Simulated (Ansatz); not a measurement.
A run of Ansatz 0.2.0 is set up as follows.

input.yaml

```yaml
crystal:
  lattice:
    - [0.0, 2.035, 2.035]
    - [2.035, 0.0, 2.035]
    - [2.035, 2.035, 0.0]
  atoms:
    - { symbol: Au, position: [0.0, 0.0, 0.0] }
hamiltonian:
  xc: lda
  pseudopotentials: { kind: paw_fr }
magnetization:
  noncollinear: true
  spin_orbit: true
kpoints:
  mp_grid: { grid: [8, 8, 8] }
  band_path:
    path:
      - [[0.0, 0.0, 0.0], [0.5, 0.0, 0.5], [0.5, 0.25, 0.75], [0.375, 0.375, 0.75], [0.0, 0.0, 0.0], [0.5, 0.5, 0.5], [0.625, 0.25, 0.625], [0.5, 0.25, 0.75], [0.5, 0.5, 0.5], [0.375, 0.375, 0.75]]
      - [[0.625, 0.25, 0.625], [0.5, 0.0, 0.5]]
    npoints: 14
scf:
  occupations: { method: fermi_dirac, width: 0.05 }
  n_extra_bands: 6
output:
  forces: true
  stress: true
  eigenvalues: true
  fatbands: false
```

Potentials or basis: Ansatz PAW.

The run is started by

```bash
$ ansatz run input.yaml --threads 2 --pin off --max-ram 5632MiB --backend cpu --events-out ev --progress --plain --runs-dir out
```

(1) What does it give for the pressure?

(2) What does it give for the band gap on the k mesh?

Results:

(1) -3.4 GPa.

(2) none (metal or under the smearing width).

Caveat: the PAW data sets come from PBE, with cores solved anew for the run's functional, which leaves a small shift of forces and pressure.
